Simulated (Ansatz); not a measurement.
**A vibration from a frozen displacement in CaO**

Method: Ansatz 0.2.0, DFT LDA, scalar-relativistic, plane waves, PAW. Cutoff 420 eV, Γ-centred 6×6×6 k-points, Gaussian smearing of 0.05 eV. No spin polarisation. Energies are free energies at this smearing, counted from the undisturbed cell; pressure is positive in compression.

The undisturbed cell (as given, not relaxed at this level; it stands at -11.8 GPa):

```
Ca O
1.0
     4.89800    0.00000    0.00000
     0.00000   -4.89800    0.00000
     0.00000    0.00000   -4.89800
Ca O
4 4
Direct
  0.00000 0.50000 0.50000
  0.50000 0.00000 0.50000
  0.50000 0.50000 0.00000
  0.00000 0.00000 0.00000
  0.50000 0.00000 0.00000
  0.00000 0.50000 0.00000
  0.00000 0.00000 0.50000
  0.50000 0.50000 0.50000
```

Atom 5 (O) is moved by x along the Cartesian unit vector (0.000, 0.000, 1.000); the cell and all other atoms stay fixed. The cell's volume is 117.50 Å³; the moved atoms weigh 15.999 u together and the others 208.309 u. Some rows repeat others by symmetry and weren't run.

```
  x (Å)  ΔE (meV/cell) total force on the moved atoms along the move (eV/Å) pressure (GPa)
-0.6000        1223.33                                                6.1556         -7.3543
-0.5000         722.31                                                3.9999         -9.0222
-0.4000         400.47                                                2.5326        -10.1867
-0.3000         199.89                                                1.5438        -10.9642
-0.2000          81.18                                                0.8718        -11.4500
-0.1000          19.19                                                0.3910        -11.7135
 0.0000           0.00                                                0.0000        -11.7966
 0.1000          19.19                                               -0.3910        -11.7135
 0.2000          81.18                                               -0.8718        -11.4500
 0.3000         199.89                                               -1.5438        -10.9642
 0.4000         400.47                                               -2.5326        -10.1867
 0.5000         722.31                                               -3.9999         -9.0222
 0.6000        1223.33                                               -6.1556         -7.3543
```

Q: What frequency belongs to this motion?

A: The force constant is k = −dF/dx = 3.910 eV/Å², from the parabola through x = -0.1000, 0 and 0.1000. In every cell the moved atoms swing against the rest, so the mass is μ = m₁m₂/(m₁ + m₂) = 14.858 u, and ν̃ = 521.5 cm⁻¹ × √(|k|/μ) = 268 cm⁻¹, at this cell's pressure of -11.8 GPa. The pattern needn't be a normal mode: ν̃² is then a weighted mean of the squared nonzero frequencies at the zone centre of this cell, taken without macroscopic field, so it lies between the lowest and the highest of them.

Q: How far does the harmonic law reach?

A: At x = -0.600 Å, kx²/2 = 703.80 meV against the computed 1223.33 meV (+73.8 %): the well stiffens in this direction at large amplitude.

Q: The pressure changes with x². What does that say about the frequency under compression?

A: With E = k(V)x²/2, k ∝ V^(−2γ) and x scaling with the cell as V^(1/3), P − P0 = −∂E/∂V = (2γ − 2/3) ΔE/V. At x = 0.2000 Å, V(P − P0) = 117.50 × 0.34667 / 160.2 eV = 254.25 meV and ΔE = 81.18 meV, so γ = 1/3 + V(P − P0)/(2ΔE) = 1.90. This is the Grüneisen parameter of the motion under uniform scaling of the cell: shrinking the cell evenly by 1 % in volume raises the frequency by about 1.90 %.